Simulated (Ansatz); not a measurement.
# PbF2 (Fluorocronite) (Fm-3m) in Ansatz: notebook

Runs on PbF2 (Fluorocronite). Level: PBEsol. Tasks: band structure.

Program: Ansatz 0.2.0. These are calculated values, not measurements. Logs are shortened: lines on timing, memory, paths and dates and some standing lists are left out, and cuts for length are marked.

### Step 1. The structure

Symmetry: Fm-3m, No. 225, cubic system. Conventional cell: a = 5.927 Å, b = 5.927 Å, c = 5.927 Å, α = 90.00°, β = 90.00°, γ = 90.00°. Pb (site symmetry m-3m) has 8 F at 2.57 Å as nearest neighbours. F (site symmetry -43m) is surrounded by 4 Pb at 2.57 Å.

### Step 2. Band structure, PBEsol

File input.yaml:

```yaml
crystal:
  lattice:
    - [0.0, 2.96366, 2.96366]
    - [2.96366, 0.0, 2.96366]
    - [2.96366, 2.96366, 0.0]
  atoms:
    - { symbol: Pb, position: [0.0, 0.0, 0.0] }
    - { symbol: F, position: [0.75, 0.75, 0.75] }
    - { symbol: F, position: [0.25, 0.25, 0.25] }
kpoints:
  mp_grid: { grid: [6, 6, 6] }
  band_path:
    path:
      - [0.0, 0.0, 0.0]
      - [0.5, 0.0, 0.5]
      - [0.5, 0.25, 0.75]
      - [0.375, 0.375, 0.75]
      - [0.0, 0.0, 0.0]
      - [0.5, 0.5, 0.5]
      - [0.625, 0.25, 0.625]
      - [0.5, 0.25, 0.75]
    npoints: 10
scf:
  occupations: { method: fermi_dirac, width: 0.05 }
hamiltonian:
  xc: pbesol
  pseudopotentials: { kind: all_electron, lapw: { basis_error: 0.002 } }
output:
  forces: true
  stress: true
  eigenvalues: true
```

Potentials or basis: all-electron LAPW, scalar-relativistic.

Command:

```
$ ansatz run input.yaml --threads 2 --pin off --max-ram 8192MiB --backend cpu --events-out ev --progress --plain --runs-dir out
```

Log:

```text
Warning: RAYON_NUM_THREADS=2 ignored (pool sized by the plan → 2); use --threads N
LAPW: plane waves up to 7.942 Å⁻¹, error target 2.0e-3 eV per atom; small_component_spin mean_spin; F in spheres of 1.146 Å, 7 of its electrons in bands, Dirac shells []; Pb in spheres of 1.421 Å, 36 of its electrons in bands, Dirac shells [] (how accurate: hamiltonian.pseudopotentials.lapw.basis_error, Limitations)
Engine: ansatz 0.2.0, x86_64-unknown-linux-gnu
Pseudopotentials: kind: all_electron
Pseudopotential: Pb, LAPW, valence charge 36, lapw/all_electron/scalar/gaussian/Pb, Koelling and Harmon's equation, gaussian nucleus
Pseudopotential: F, LAPW, valence charge 7, lapw/all_electron/scalar/gaussian/F, Koelling and Harmon's equation, gaussian nucleus
Functional definition: PBEsol
  exchange = pbesol_x
  correlation = pbesol_c
Crystal: 3 atoms, lattice volume = 52.061 Å³
Basis set: ecut = 240.324006001463 eV, 459 PW (Γ), exchange–correlation at level 2
Bands: 30, of which v1, the nominal top of the filled ones, is band 25 counted from 1 (24 counted from 0)
Symmetry: 48 space group operations
Space group: Fm-3m (ITA 225), of the structure as read, at distance tolerance 3.7e-5 Å
k-points: 16 of 216
Non-local potential: Pb, projectors of the file, none
Non-local potential: F, projectors of the file, none
Initial density: superposition of atomic densities (chi_scale 0.1, normalization cell, long waves kept (reshape's long-wave potential 0.01 eV rms))
Initial wavefunctions: plane waves of lowest kinetic energy (no species holds an atomic orbital)
Functional: x = pbesol(κ = 0.804, μ = 0.12345679012345678), c = pbesol(β = 0.046)
iter 1 solved again at ethr=3.86e-3 eV; its pass at ethr=1.00e-1 eV (dr2=1.93e0 eV) is discarded
SCF iter   1: F=—  HF=-573340.069096 eV  |F-HF|=—  |Δ(HF+E_count)|=         —  Δρ=5.01e-2  dr2=1.93e0  ethr=3.86e-3  ⟨swp⟩=2.0  Hψ=2968  notcnv=0
preconditioner: auto → none  [insulator: Δε(μ)=5.368 eV  Ē_g=19.018 eV  σ=0.050 eV  W_gap=1.00  n_scr=14 (ndim 8)  ℏωp=27.2 eV  f_vac=0.164  D(μ)=0.00/eV (n_scr^D=0)  ε∞_Penn≈3.1]
iter 2 solved again at ethr=1.01e-4 eV; its pass at ethr=3.86e-3 eV (dr2=5.06e-2 eV) is discarded
SCF iter   2: F=—  HF=-573338.855334 eV  |F-HF|=—  |Δ(HF+E_count)|=    1.21e0  Δρ=1.04e-2  dr2=5.06e-2  ethr=1.01e-4  ⟨swp⟩=2.0  Hψ=2578  notcnv=0
SCF iter   3: F=—  HF=-573338.324232 eV  |F-HF|=—  |Δ(HF+E_count)|=   5.31e-1  Δρ=1.05e-2  dr2=8.80e-2  ethr=1.01e-4  ⟨swp⟩=3.0  Hψ=1610  notcnv=0
SCF iter   4: F=—  HF=-573338.312158 eV  |F-HF|=—  |Δ(HF+E_count)|=   1.21e-2  Δρ=1.58e-3  dr2=1.98e-3  ethr=1.01e-4  ⟨swp⟩=2.8  Hψ=1473  notcnv=0
SCF iter   5: F=—  HF=-573338.309602 eV  |F-HF|=—  |Δ(HF+E_count)|=   2.56e-3  Δρ=7.19e-4  dr2=4.08e-4  ethr=3.96e-6  ⟨swp⟩=2.1  Hψ=1377  notcnv=0
SCF iter   6: F=—  HF=-573338.309213 eV  |F-HF|=—  |Δ(HF+E_count)|=   3.89e-4  Δρ=3.39e-4  dr2=8.95e-5  ethr=8.16e-7  ⟨swp⟩=3.0  Hψ=1462  notcnv=0
SCF iter   7: F=—  HF=-573338.309167 eV  |F-HF|=—  |Δ(HF+E_count)|=   4.62e-5  Δρ=8.36e-5  dr2=5.39e-6  ethr=1.79e-7  ⟨swp⟩=2.0  Hψ=1376  notcnv=0
SCF iter   8: F=—  HF=-573338.309171 eV  |F-HF|=—  |Δ(HF+E_count)|=   4.02e-6  Δρ=1.10e-5  dr2=9.38e-8  ethr=1.08e-8  ⟨swp⟩=2.4  Hψ=1383  notcnv=0
SCF iter   9: F=-573338.309171 eV  HF=-573338.309171 eV  |F-HF|=5.82e-10  |Δ(HF+E_count)|=   9.20e-9  Δρ=8.89e-7  dr2=6.37e-10  ethr=1.88e-10  ⟨swp⟩=3.0  Hψ=1411  notcnv=0
SCF 1 converged in 9 iterations: F = -573338.309171 eV  dr2 = 6.37e-10
NSCF: frozen V_eff on 71 k-points
SCF converged after 9 iterations
Free energy (F): -573338.309171 eV
Harris-Foulkes:  -573338.309171 eV  (|F-HF|=5.82e-10)
Internal energy: -573338.309171 eV  (E = F + TS)
E sigma→0 (E₀):  -573338.309171 eV
Fermi energy:    9.827661 eV
--- Per-component energies (eV) ---
  E_band       = -2394.050449
  E_kinetic    = 660148.545934
  E_xc         = -10976.741660
  E_electrostatic = -1222510.113445  (all electrons and nuclei)
  E_smearing   = -0.000000  (= −TS)
  E_closure    = 0.000000  (closes the sum)
  E_atoms      = -573323.411179  (free atoms, spherical and without spin; not in F)
  Σ components = -573338.309171   (vs F -573338.309171, Δ=0.00e0)
  Basis errors (estimates in eV, not in F): energy 7.7e-4 per atom: plane waves 7.4e-4 (4.2e-4 summed), levels above the bands 1.8e-100, relativity 1.6e-7, radial functions 2.8e-5, core shells 8.5e-7; eigenvalues (radial functions only) 1.9e-5; not estimated: angular momenta, meshes, grids; target (lapw.basis_error) 2.0e-3; muffin-tin radii F 1.146 Å, Pb 1.421 Å
--- Forces (eV/Å), atoms counted from 1 ---
  atom   1  Pb    -0.00000000     0.00000000    -0.00000000
  atom   2  F      0.00000000    -0.00000000     0.00000000
  atom   3  F      0.00000000    -0.00000000     0.00000000
  max |Σ_I F_I| component: 1.85e-17 eV/Å
--- Stress (GPa, compression-positive) ---
       -1.063206       0.000000       0.000000
        0.000000      -1.063206      -0.000000
        0.000000      -0.000000      -1.063206
  P = ⅓ Tr σ = -1.0632 GPa (-10.632 kbar)
--- Band table (eV; the first three rows and the last of 16) ---
  k-point 0: bands = ["-129.4066", "-118.4534", "-118.4534", "-118.4534", "-118.4507", "-118.4507", "-118.4507", "-118.4473", "-71.2055", "-71.2055", "-71.2055", "-13.3713", "-12.7333", "-6.7749", "-6.7749", "-6.7749", "-6.7100", "-6.7100", "2.9191", "5.1257", "5.1257", "5.1257", "5.6272", "5.6272", "5.6272", "14.2874", "14.2874", "14.2874", "18.1303", "22.5864"]
  k-point 1: bands = ["-129.4066", "-118.4534", "-118.4534", "-118.4534", "-118.4507", "-118.4507", "-118.4507", "-118.4473", "-71.2055", "-71.2055", "-71.2055", "-13.3178", "-12.7818", "-6.7644", "-6.7644", "-6.7186", "-6.7093", "-6.7093", "2.4944", "4.9321", "5.0705", "5.0705", "5.5848", "5.5848", "6.2755", "13.4844", "14.5090", "14.5090", "19.5374", "21.9696"]
  k-point 2: bands = ["-129.4066", "-118.4534", "-118.4534", "-118.4534", "-118.4507", "-118.4507", "-118.4507", "-118.4473", "-71.2056", "-71.2055", "-71.2055", "-13.1900", "-12.8956", "-6.7550", "-6.7550", "-6.6961", "-6.6961", "-6.6106", "1.8817", "4.6804", "4.9634", "4.9634", "5.5004", "5.5004", "7.1920", "12.7355", "14.9625", "14.9625", "20.6861", "21.3794"]
  k-point 15: bands = ["-129.4066", "-118.4534", "-118.4534", "-118.4534", "-118.4507", "-118.4507", "-118.4507", "-118.4473", "-71.2056", "-71.2055", "-71.2055", "-13.0558", "-13.0011", "-6.7365", "-6.6951", "-6.6842", "-6.6492", "-6.5747", "1.1602", "3.8917", "4.4445", "5.4362", "6.0033", "6.1125", "7.5768", "12.7618", "14.4352", "15.0881", "17.3264", "22.5858"]
```

Run time: 4.5 s. Hardware: 2 threads of Intel Xeon 6975P-C (Granite Rapids), shared host; peak memory 0.31 GiB.

Results:

| Property | Result |
| --- | --- |
| Free energy | -573338.3092 eV |
| Pressure | -1.1 GPa |
| Band gap on the k mesh | 4.32 eV, indirect (least direct gap 4.45 eV) |
| Band gap along the path | 4.30 eV, indirect (least direct gap 4.45 eV) |

Levels at the corners of the path, in eV from the valence-band top:
```csv
point,band 21,band 22,band 23,band 24,band 25,band 26,band 27,band 28,band 29,band 30
Γ,-2.49,-2.49,-1.99,-1.99,-1.99,6.67,6.67,6.67,10.52,14.97
X,-3.59,-1.56,-1.56,-1.56,-0.15,4.30,7.82,7.82,8.82,14.04
W,-2.70,-2.70,-1.62,-1.49,0.00,5.96,5.96,7.40,10.03,14.39
K,-3.36,-2.08,-1.71,-1.57,-0.03,5.22,6.59,7.81,9.70,15.17
Γ,-2.49,-2.49,-1.99,-1.99,-1.99,6.67,6.67,6.67,10.52,14.97
L,-2.70,-2.70,-2.15,-2.15,-0.03,4.93,7.58,7.58,13.07,13.60
U,-3.36,-2.08,-1.71,-1.57,-0.03,5.22,6.59,7.81,9.70,15.17
W,-2.70,-2.70,-1.62,-1.49,0.00,5.96,5.96,7.40,10.03,14.39
```

Caveat: spin-orbit coupling is left out, which as a rule narrows the gap of such compounds by several tenths of an eV.

### Step 3. Band structure, PBEsol, spin-orbit coupling, no magnetisation

input.yaml: that of step 2 with these lines changed.

```diff
@@ -27,2 +27,5 @@
   pseudopotentials: { kind: all_electron, lapw: { basis_error: 0.002 } }
+magnetization:
+  noncollinear: true
+  spin_orbit: true
 output:
```

Potentials or basis: all-electron LAPW, relativistic spinors.

Command:

```
$ ansatz run input.yaml --threads 2 --pin off --max-ram 8192MiB --backend cpu --events-out ev --progress --plain --runs-dir out
```

Run time: 25 s. Hardware: 2 threads of Intel Xeon 6975P-C (Granite Rapids), shared host; peak memory 0.53 GiB.

The run converged. Its results:

```
Free energy             : -574608.5426 eV
Pressure                : -1.2 GPa
Band gap on the k mesh  : 3.95 eV, indirect (least direct gap 4.08 eV)
Band gap along the path : 3.93 eV, indirect (least direct gap 4.08 eV)
```

Levels at the corners of the path, in eV from the valence-band top:
| point | band 48 | band 49 | band 50 | band 51 | band 52 | band 53 |
| --- | --- | --- | --- | --- | --- | --- |
| Γ | -1.97 | -1.97 | -1.97 | 4.93 | 4.93 | 7.34 |
| X | -1.56 | -0.15 | -0.15 | 3.93 | 3.93 | 7.20 |
| W | -1.52 | 0.00 | 0.00 | 4.93 | 4.93 | 6.45 |
| K | -1.60 | -0.03 | -0.03 | 4.66 | 4.66 | 6.57 |
| Γ | -1.97 | -1.97 | -1.97 | 4.93 | 4.93 | 7.34 |
| L | -2.17 | -0.04 | -0.04 | 4.54 | 4.54 | 6.83 |
| U | -1.60 | -0.03 | -0.03 | 4.66 | 4.66 | 6.57 |
| W | -1.52 | 0.00 | 0.00 | 4.93 | 4.93 | 6.45 |

Expect the measured gap to be larger: semilocal functionals such as PBEsol lack the derivative discontinuity.
